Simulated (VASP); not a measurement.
# TiTe2: interstitial Li from one void to a neighbouring one, part 3 of 4

Wanted: the minimum-energy path in TiTe2 for this move: interstitial Li from one void to a neighbouring one. The start is a cell from a database of measured crystal structures.

VASP 6.6.1, plane waves and PAW; the level of theory is named at each step.

So far. Step 2 (Relax the host): The run ended after 8 ionic steps, 0.005 eV below its first step, once forces and stress met EDIFFG = -0.02. Step 3 (Relax the start): The run ended after 16 ionic steps, 0.168 eV below its first step, once the forces on the free atoms met EDIFFG = -0.05.

## Step 4: Relax the end

Level of this step: PBE, no spin polarisation; plane waves and PAW (Te, Ti, Li) (VASP).

The end state is relaxed in the same way, so that both ends share their errors.

File INCAR:

```
SYSTEM = LiTi8Te16
PREC = Normal
ENCUT = 280
EDIFF = 1E-05
NELM = 120
ISMEAR = 1
SIGMA = 0.15
LREAL = Auto
ALGO = Fast
GGA = PE
NBANDS = 84
LASPH = .TRUE.
LORBIT = 11
LWAVE = .FALSE.
LCHARG = .FALSE.
KPAR = 3
IBRION = 2
NSW = 60
ISIF = 2
EDIFFG = -0.05
POTIM = 0.4
MAXMIX = 40
ISYM = 0
```

File POSCAR:

```
LiTi8Te16
1.0
    7.5877981536      0.0000000000      0.0000000000
   -3.7938990768      6.5712259598      0.0000000000
    0.0000000000      0.0000000000     13.2271116712
Te Ti Li
16 8 1
Direct
    0.1685027004      0.3322826445      0.3695363208
    0.1656982440      0.3319764233      0.8729492232
    0.1646952426      0.8283697262      0.3699697566
    0.1700306243      0.8354022472      0.8708088206
    0.6673419698      0.3346894686      0.3724851469
    0.6693665915      0.3341139659      0.8716335132
    0.6675910068      0.8365465627      0.3683735030
    0.6663514165      0.8334337716      0.8696217049
    0.3332194566      0.1646844459      0.1295271581
    0.3340206044      0.1687032827      0.6300660496
    0.3330100030      0.6640013463      0.1259333827
    0.3377855591      0.6663279409      0.6271819603
    0.8334222806      0.1660840924      0.1295115802
    0.8334436855      0.1667085144      0.6271426248
    0.8329977020      0.6635200188      0.1292299574
    0.8350298982      0.6620261748      0.6244940503
    0.0055033310      0.0077547107     -0.0015134443
   -0.0024003126      0.0017925694      0.4987287904
   -0.0018635477      0.4989404794      0.0008044116
   -0.0006454221      0.5008457565      0.4997330736
    0.4972868997     -0.0009734143     -0.0014370479
    0.4983068883     -0.0034205679      0.4983474935
    0.5037593406      0.4998381300     -0.0000815023
    0.5007078589      0.4987190914      0.4996544440
    0.0015503881      0.5008595530      0.2482470901
```

File KPOINTS:

```
Automatic mesh
0
Gamma
3 3 2
0 0 0
```

The projector-augmented-wave data sets are Te, Ti and Li (PBE family, release 64).

Started as:

```sh
mpirun -np 3 vasp_std
```

What it wrote:

```text
[... set-up lines as in an earlier step ...]
 entering main loop
       N       E                     dE             d eps       ncg     rms          rms(c)
DAV:   1     0.641027913525E+03    0.64103E+03   -0.30059E+04  1688   0.773E+02
DAV:   2    -0.220461520376E+02   -0.66307E+03   -0.63582E+03  1700   0.211E+02
DAV:   3    -0.144313688800E+03   -0.12227E+03   -0.11711E+03  2328   0.826E+01
DAV:   4    -0.150535700044E+03   -0.62220E+01   -0.61277E+01  2104   0.206E+01
DAV:   5    -0.150717699132E+03   -0.18200E+00   -0.18173E+00  2160   0.429E+00    0.373E+01
RMM:   6    -0.146172466358E+03    0.45452E+01   -0.27452E+02  1864   0.426E+01    0.229E+01
RMM:   7    -0.132109686587E+03    0.14063E+02   -0.90661E+01  1697   0.319E+01    0.192E+01
RMM:   8    -0.135047981688E+03   -0.29383E+01   -0.41412E+01  1745   0.125E+01    0.952E+00
RMM:   9    -0.132953428237E+03    0.20946E+01   -0.79168E+00  1706   0.823E+00    0.714E+00
RMM:  10    -0.131969738984E+03    0.98369E+00   -0.33368E+00  1720   0.458E+00    0.350E+00
RMM:  11    -0.131902415433E+03    0.67324E-01   -0.17712E+00  1852   0.260E+00    0.194E+00
RMM:  12    -0.131904803601E+03   -0.23882E-02   -0.60744E-01  1926   0.170E+00    0.102E+00
RMM:  13    -0.131901989117E+03    0.28145E-02   -0.11293E-01  1790   0.845E-01    0.899E-01
RMM:  14    -0.131890429798E+03    0.11559E-01   -0.91590E-02  1717   0.847E-01    0.466E-01
RMM:  15    -0.131889223575E+03    0.12062E-02   -0.21375E-02  1758   0.393E-01    0.248E-01
RMM:  16    -0.131888548234E+03    0.67534E-03   -0.53986E-03  1870   0.184E-01    0.202E-01
RMM:  17    -0.131888183669E+03    0.36457E-03   -0.18205E-03  1779   0.113E-01    0.128E-01
RMM:  18    -0.131888188994E+03   -0.53248E-05   -0.49347E-04  1822   0.599E-02    0.991E-02
RMM:  19    -0.131888089990E+03    0.99004E-04   -0.70190E-04  1834   0.698E-02    0.382E-02
RMM:  20    -0.131888098644E+03   -0.86545E-05   -0.31284E-04  1772   0.364E-02    0.254E-02
RMM:  21    -0.131888101010E+03   -0.23656E-05   -0.35110E-05  1277   0.166E-02
   1 F= -.13188810E+03 E0= -.13187983E+03  d E =-.131888E+03
 curvature:   0.00 expect dE= 0.000E+00 dE for cont linesearch  0.000E+00
 trial: gam= 0.00000 g(F)=  0.860E-01 g(S)=  0.000E+00 ort = 0.000E+00 (trialstep = 0.100E+01)
 search vector abs. value=  0.860E-01
 bond charge predicted
       N       E                     dE             d eps       ncg     rms          rms(c)
DAV:   1    -0.131950456437E+03   -0.62358E-01   -0.18407E+00  1928   0.320E+00    0.773E-01
RMM:   2    -0.131959714662E+03   -0.92582E-02   -0.10076E-01  1680   0.927E-01    0.454E-01
RMM:   3    -0.131961856457E+03   -0.21418E-02   -0.22736E-02  1730   0.505E-01    0.468E-01
RMM:   4    -0.131959417464E+03    0.24390E-02   -0.68843E-03  1694   0.312E-01    0.296E-01
RMM:   5    -0.131958257344E+03    0.11601E-02   -0.68626E-03  1796   0.208E-01    0.121E-01
RMM:   6    -0.131958442669E+03   -0.18533E-03   -0.19116E-03  1930   0.980E-02    0.108E-01
RMM:   7    -0.131958380332E+03    0.62337E-04   -0.31392E-04  1740   0.545E-02    0.682E-02
RMM:   8    -0.131958369070E+03    0.11262E-04   -0.20436E-04  1843   0.310E-02    0.435E-02
RMM:   9    -0.131958350820E+03    0.18250E-04   -0.30691E-05  1274   0.174E-02    0.291E-02
RMM:  10    -0.131958341236E+03    0.95845E-05   -0.87213E-05  1534   0.186E-02
   2 F= -.13195834E+03 E0= -.13194982E+03  d E =-.702402E-01
[... from here on, the cycles between the ionic steps are left out ...]
   3 F= -.13200607E+03 E0= -.13199743E+03  d E =-.117969E+00
   4 F= -.13201839E+03 E0= -.13200982E+03  d E =-.123201E-01
   5 F= -.13202685E+03 E0= -.13201845E+03  d E =-.207822E-01
   6 F= -.13202717E+03 E0= -.13201881E+03  d E =-.210982E-01
   7 F= -.13203591E+03 E0= -.13202751E+03  d E =-.874411E-02
   8 F= -.13203935E+03 E0= -.13203091E+03  d E =-.121790E-01
   9 F= -.13203952E+03 E0= -.13203107E+03  d E =-.123510E-01
  10 F= -.13204471E+03 E0= -.13203629E+03  d E =-.519313E-02
  11 F= -.13204591E+03 E0= -.13203757E+03  d E =-.639421E-02
  12 F= -.13205022E+03 E0= -.13204194E+03  d E =-.431096E-02
  13 F= -.13205220E+03 E0= -.13204401E+03  d E =-.628717E-02
  14 F= -.13205234E+03 E0= -.13204418E+03  d E =-.643067E-02
 curvature:  -7.30 expect dE=-0.111E-01 dE for cont linesearch -0.330E-05
 trial: gam= 0.59960 g(F)=  0.152E-02 g(S)=  0.000E+00 ort = 0.453E-04 (trialstep = 0.337E+01)
 search vector abs. value=  0.321E-02
 bond charge predicted
       N       E                     dE             d eps       ncg     rms          rms(c)
DAV:   1    -0.132052377725E+03   -0.36994E-04   -0.76104E-01  1680   0.210E+00    0.452E-01
RMM:   2    -0.132054790512E+03   -0.24128E-02   -0.30664E-02  1687   0.492E-01    0.213E-01
RMM:   3    -0.132054984588E+03   -0.19408E-03   -0.48121E-03  1728   0.217E-01    0.145E-01
RMM:   4    -0.132055065678E+03   -0.81090E-04   -0.13024E-03  1900   0.104E-01    0.151E-01
RMM:   5    -0.132055059118E+03    0.65603E-05   -0.26519E-04  1738   0.566E-02    0.115E-01
RMM:   6    -0.132055034323E+03    0.24795E-04   -0.18461E-04  1723   0.368E-02    0.626E-02
RMM:   7    -0.132055030952E+03    0.33710E-05   -0.42406E-05  1376   0.240E-02
  15 F= -.13205503E+03 E0= -.13204683E+03  d E =-.268639E-02
 trial-energy change:   -0.002686  1 .order   -0.002812   -0.005220   -0.000405
 step:   3.7089(harm=  3.6497)  dis= 0.01109  next Energy=  -132.055051 (dE=-0.271E-02)
 reached required accuracy - stopping structural energy minimisation
```

It took 3.8 min on 3 MPI ranks of AMD EPYC 9R45, shared host; peak memory 1 GiB.

From OUTCAR (step 4):

```text
 Found     10 irreducible k-points:

   NELECT =     129.0000    total number of electrons

 E-fermi :   5.5260

 k-point     1 :       0.0000    0.0000    0.0000
  band No.  band energies     occupation
    ...
     61       5.2363      2.01980
     62       5.2370      2.02011
     63       5.5038      1.24761
     64       5.5140      1.13595
     65       5.5149      1.12563
     66       5.8299     -0.01471
     67       5.8394     -0.01186
     68       5.8561     -0.00794
     69       5.8564     -0.00789
     70       5.8671     -0.00599
    ...

 k-point     2 :       0.3333    0.0000    0.0000
  band No.  band energies     occupation
    ...
     61       4.7892      2.00000
     62       5.1355      2.00144
     63       5.1979      2.00833
     64       5.5056      1.22848
     65       5.5260      1.00045
     66       5.5918      0.33101
     67       5.7565     -0.05200
     68       5.9246     -0.00112
     69       5.9450     -0.00057
     70       5.9533     -0.00043
    ...

  Total        1.3566665      1.3142919      4.3729859     -0.0177984     -0.0206064     -0.0275138
  in kB        3.2957669      3.1928258     10.6233496     -0.0432380     -0.0500595     -0.0668397
  external PRESSURE =       5.7039808 kB  Pullay stress =       0.0000000 kB

 POSITION                                       TOTAL-FORCE (eV/Angst)
 -----------------------------------------------------------------------------------
      0.03764      2.16708      4.96966        -0.002212      0.002137     -0.018066
     -0.00202      2.19101     11.46253         0.000722      0.007775      0.016284
     -1.89129      5.51457      4.96642        -0.005315     -0.006429     -0.006393
     -1.88743      5.46793     11.45942         0.001790     -0.010241      0.026335
      3.76028      2.16580      4.96524         0.012385      0.015666     -0.000700
      3.80672      2.19702     11.46762         0.005648     -0.007553     -0.012570
      1.90389      5.47357      4.92590        -0.004441     -0.007240      0.008749
      1.90245      5.47493     11.48886         0.001823     -0.001618      0.033500
      1.90130      1.09381      1.66687         0.008497      0.006511     -0.005425
      1.90463      1.09149      8.33237        -0.000520     -0.000801     -0.018186
      0.04001      4.40212      1.62707         0.001060     -0.007429      0.026569
     -0.00200      4.37672      8.35413        -0.001620     -0.017777     -0.000981
      5.70180      1.05086      1.62683        -0.011464      0.015151      0.002863
      5.69672      1.10262      8.35402         0.003182     -0.006604      0.006954
      3.76375      4.39899      1.62660        -0.002092      0.003227      0.013384
      3.80410      4.37465      8.35743         0.004079     -0.008379      0.005309
      0.03913      0.01271     13.15778        -0.016833      0.000721     -0.040983
      3.77101      6.54798      6.66383        -0.000703      0.016749      0.010063
     -1.88646      3.28608     13.17518        -0.011460     -0.003701     -0.018040
      5.69115      3.28390      6.64413         0.011503      0.005500      0.024405
      3.76804      0.01909     13.16005         0.011661     -0.002292     -0.039459
      0.03794      6.55260      6.66280        -0.013083     -0.000567      0.009239
      1.89886      3.24950     13.15843         0.009031      0.009700     -0.031355
      1.90072      3.31681      6.66309        -0.003138      0.000326      0.013309
     -1.89374      3.28398      3.29809         0.001500     -0.002831     -0.004805
 -----------------------------------------------------------------------------------
    total drift:                                0.040162     -0.037048      0.049108

  FREE ENERGIE OF THE ION-ELECTRON SYSTEM (eV)
  ---------------------------------------------------
  free  energy   TOTEN  =      -132.0550309518 eV

  energy  without entropy=     -132.0304151019  energy(sigma->0) =     -132.04682567

 total charge
# of ion       s       p       d       tot
------------------------------------------
    1        1.375   2.026   0.036   3.436
    2        1.384   1.993   0.037   3.414
    3        1.375   2.026   0.036   3.436
    4        1.384   1.992   0.037   3.413
    5        1.375   2.026   0.036   3.436
    6        1.384   1.993   0.037   3.414
    7        1.383   1.994   0.035   3.412
    8        1.383   1.988   0.036   3.406
    9        1.383   1.995   0.036   3.413
   10        1.383   1.988   0.036   3.407
   11        1.375   2.026   0.036   3.437
   12        1.384   1.993   0.037   3.414
   13        1.375   2.025   0.036   3.436
   14        1.384   1.993   0.037   3.414
   15        1.375   2.026   0.036   3.436
   16        1.384   1.993   0.037   3.414
   17        0.388   0.580   2.386   3.353
   18        0.388   0.580   2.385   3.353
   19        0.382   0.568   2.370   3.320
   20        0.382   0.568   2.372   3.322
   21        0.387   0.579   2.385   3.352
   22        0.388   0.580   2.385   3.354
   23        0.388   0.580   2.385   3.352
   24        0.387   0.580   2.385   3.352
   25        0.088   0.170   0.000   0.258
--------------------------------------------------
tot         25.259  36.863  19.633  81.755

[... 6 parts as in an earlier step ...]

[... 6 further parts left out ...]
```

Relaxation path:

| step | energy less that of the first step (eV) | largest force (eV/Å) |
| --- | --- | --- |
| 1 | 0.0000 | 0.6016 |
| 2 | -0.0702 | 0.3928 |
| 3 | -0.1180 | 0.2205 |
| 4 | -0.1303 | 0.1339 |
| 5 | -0.1388 | 0.1354 |
| 6 | -0.1391 | 0.1568 |
| 7 | -0.1478 | 0.0909 |
| 8 | -0.1512 | 0.0855 |
| 9 | -0.1514 | 0.1010 |
| 10 | -0.1566 | 0.0837 |
| 11 | -0.1578 | 0.0841 |
| 12 | -0.1621 | 0.0568 |
| 13 | -0.1641 | 0.0608 |
| 14 | -0.1642 | 0.0681 |
| 15 | -0.1669 | 0.0443 |

The atoms that moved most (Å):

| atom | dx | dy | dz | length |
| --- | --- | --- | --- | --- |
| Te16 | -0.020 | 0.024 | 0.097 | 0.102 |
| Te3 | 0.002 | 0.071 | 0.073 | 0.102 |
| Te15 | -0.040 | 0.039 | -0.083 | 0.100 |
| Te13 | 0.008 | -0.041 | -0.086 | 0.096 |
| Te1 | 0.020 | -0.016 | 0.082 | 0.086 |
| Te2 | 0.000 | 0.010 | -0.084 | 0.085 |
| Ti23 | -0.027 | -0.035 | -0.068 | 0.081 |
| Ti22 | 0.038 | 0.004 | 0.071 | 0.081 |

Final coordinates:

```xyz
25
Lattice="7.5878 0.0000 0.0000 -3.7939 6.5712 0.0000 0.0000 0.0000 13.2271" Properties=species:S:1:pos:R:3 pbc="T T T"
Te    0.0376    2.1671    4.9697
Te   -0.0020    2.1910   11.4625
Te   -1.8913    5.5146    4.9664
Te   -1.8874    5.4679   11.4594
Te    3.7603    2.1658    4.9652
Te    3.8067    2.1970   11.4676
Te    1.9039    5.4736    4.9259
Te    1.9024    5.4749   11.4889
Te    1.9013    1.0938    1.6669
Te    1.9046    1.0915    8.3324
Te    0.0400    4.4021    1.6271
Te   -0.0020    4.3767    8.3541
Te    5.7018    1.0509    1.6268
Te    5.6967    1.1026    8.3540
Te    3.7637    4.3990    1.6266
Te    3.8041    4.3746    8.3574
Ti    0.0391    0.0127   -0.0693
Ti   -0.0229   -0.0232    6.6638
Ti   -1.8865    3.2861   -0.0519
Ti   -1.8967    3.2839    6.6441
Ti    3.7680    0.0191   -0.0671
Ti    3.8318   -0.0186    6.6628
Ti    1.8989    3.2495   -0.0687
Ti    1.9007    3.3168    6.6631
Li   -1.8937    3.2840    3.2981
```

Numbers from this step:

| Item | Value |
| --- | --- |
| electronic cycles | 116 |
| free energy (TOTEN) | -132.0550 eV |
| energy at zero smearing | -132.0468 eV |

The run ended after 15 ionic steps, 0.167 eV below its first step, once the forces on the free atoms met EDIFFG = -0.05.

(Continued in part 4 of 4.)

[Lines on the potential files, build, host, timing and source positions are cut from VASP's logs without a mark.]

[Logs are printed without paths, hosts, clocks, repeated set-up lines and the standing remarks that a program may print on its own settings, such as how far it seeks lower states.]

[Hosts, paths, dates, database ids (printed as entryN), source tags and the programs' standing remarks are cut or masked in the printed files.]

[Runs that stopped without an error message from VASP are left out.]
